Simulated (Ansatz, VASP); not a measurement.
**Br in VASP and in Ansatz**

```
Br
1.0
     0.00000    3.18081    3.18081
     3.18081    0.00000    3.18081
     3.18081    3.18081    0.00000
Br
2
Direct
  0.87500 0.87500 0.87500
  0.12500 0.12500 0.12500
```

Change from the starting cell: volume scaled by 0.8, PAW files.

Alike in both runs: task single point; functional PBEsol; k mesh 11 × 11 × 11; occupations fermi-dirac, width 0.1 eV; no spin polarisation.

|  | VASP | Ansatz |
| --- | --- | --- |
| version | VASP 6.6.1 | Ansatz 0.2.0 |
| potentials or method | VASP PAW PBE potentials, release 64 (Br) | PAW with Ansatz's default frozen-core files, scalar-relativistic |
| plane-wave cutoff (eV) | 520 | 420 |
| valence electrons in the cell | 14 | 14 |

|  | VASP | Ansatz | Ansatz less VASP |
| --- | --- | --- | --- |
| pressure (GPa) | 7.0 | 6.9 | -0.03 |

With one functional, cell and mesh, what is left measures potentials, basis and numerics.

Caveats: the PAW data sets were made with another functional, which shifts forces and pressure a little (VASP).
